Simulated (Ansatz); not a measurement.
SnS: Quadrupolar parameters

The cell is a Materials Project structure (computed, not necessarily an observed phase).

```cif
data_SnS
_symmetry_space_group_name_H-M 'Pnma'
_symmetry_Int_Tables_number 62
_cell_length_a 11.3920
_cell_length_b 3.9569
_cell_length_c 4.5328
_cell_angle_alpha 90.000
_cell_angle_beta 90.000
_cell_angle_gamma 90.000
loop_
_atom_site_label
_atom_site_type_symbol
_atom_site_symmetry_multiplicity
_atom_site_Wyckoff_symbol
_atom_site_fract_x
_atom_site_fract_y
_atom_site_fract_z
Sn Sn 4 c 0.6216 0.2500 0.3695
S S 4 c 0.3475 0.2500 0.0106
```

One atom of each set is listed.

All values are calculated (Ansatz; DFT, r2SCAN, plane waves and PAW, scalar-relativistic, 500 eV cutoff, Γ-centred 3×8×7 k-points, Fermi–Dirac smearing 0.01 eV), not measured.

Conventions: |V_zz| ≥ |V_yy| ≥ |V_xx|, η = (V_xx − V_yy)/V_zz, C_Q = eQV_zz/h.

S-33: I = 3/2, Q = -69.40 mb. Quadrupole moments are those of Pyykkö's year-2017 table.

Q: Give the quadrupolar parameters of the distinct sites.

A: 

```csv
site,atoms,first shell,V_zz (10²¹ V/m²),η,C_Q (MHz)
Sn,4,3 S at 2.63–2.65 Å,-13.79,0.29,–
S,4,3 Sn at 2.63–2.65 Å,-4.44,0.05,7.45
```

At Sn and S V_zz stands upright on the plane through its three neighbours (within 11°) in each case.

Sn has no stable isotope with a ground-state quadrupole moment in the table, so no C_Q is given.

Without spin–orbit coupling (the program notes it for Sn) the gradients are little affected as a rule: paired runs on crystals with a gap mostly move them by under 2 % at such atoms. With these PAW files V_zz is typically within 2 to 3 % of all-electron values, but misses above 10 % occur on Sn.
